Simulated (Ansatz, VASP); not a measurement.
TePb: VASP beside Ansatz

```xyz
2
Lattice="0.0000 3.2270 3.2270 3.2270 0.0000 3.2270 3.2270 3.2270 0.0000" Properties=species:S:1:pos:R:3 pbc="T T T"
Te    3.2270    3.2270    3.2270
Pb    0.0000    0.0000    0.0625
```

Change from the starting cell: all Pb atoms moved +0.062 Å, as atom 2 along Cartesian [0 0 1].

Alike in both runs: task single point; functional PBE; k mesh 8 × 8 × 8; occupations gaussian, width 0.05 eV; no spin polarisation.

|  | VASP | Ansatz |
| --- | --- | --- |
| version | VASP 6.6.1 | Ansatz 0.2.0 |
| potentials or method | VASP PAW PBE potentials, release 64 (Te, Pb_d) | scalar-relativistic, plane waves, PAW |
| plane-wave cutoff (eV) | 520 | 420 |
| valence electrons in the cell | 20 | 30 |

|  | VASP | Ansatz | Ansatz less VASP |
| --- | --- | --- | --- |
| gap on the k mesh at the Fermi level (eV) | 0.75 | 0.74 | -0.005 |
| least direct gap on the mesh (eV) | 0.75 | 0.74 | -0.005 |
| pressure (GPa) | 2.3 | 2.4 | +0.04 |
| largest component of the traceless stress (GPa) | 0.10 | 0.10 | -0.001 |
| rms of the force components (eV/Å) | 0.026 | 0.025 | -0.0005 |

Atom by atom the forces differ by 0.001 eV/Å (rms over components). The functional is the same, so the differences come from potentials, cutoffs and numerics. The two sets of potentials don't hold the same shells in valence.

Caveats: spin-orbit coupling is left out, which as a rule narrows the gap of such compounds by several tenths of an eV. A k mesh can miss the band edges.
